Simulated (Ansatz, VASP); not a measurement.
# CoO: VASP beside Ansatz

```xyz
2
Lattice="0.0000 2.1517 2.1517 2.1517 0.0000 2.1517 2.1517 2.1517 0.0000" Properties=species:S:1:pos:R:3 pbc="T T T"
Co    0.0000    0.0000    0.0000
O     2.1517    2.1517    2.1517
```

Change from the starting cell: volume scaled by 1.04, PAW files.

Alike in both runs: task electric field gradients; functional PBE; k mesh 13 × 13 × 13; occupations fermi-dirac, width 0.08 eV; collinear spin.

|  | VASP | Ansatz |
| --- | --- | --- |
| version | VASP 6.6.1 | Ansatz 0.2.0 |
| potentials or method | VASP PAW PBE potentials, release 64 (Co, O) | PAW with Ansatz's default frozen-core files, scalar-relativistic |
| plane-wave cutoff (eV) | 520 | 420 |
| valence electrons in the cell | 15 | 23 |

Ansatz gave:

```
pressure (GPa)                                                 : -6.2
net moment per atom (μB)                                       : 1.47
size of the moment on the site where the two differ most (μB)  : 2.51
Vzz of the field gradient on the site that differs most (V/Å²) : 0.0
```

What did VASP give for the same quantities?

Pressure (GPa): -6.7; net moment per atom (μB): 1.46; size of the moment on the site where the two differ most (μB): 2.57; Vzz of the field gradient on the site that differs most (V/Å²): 0.0.

Site moments also hang on the region over which each program counts them. The two sets of potentials don't hold the same shells in valence.

Caveats: a cell with one magnetic atom can't hold antiferromagnetic order, which such compounds often take.
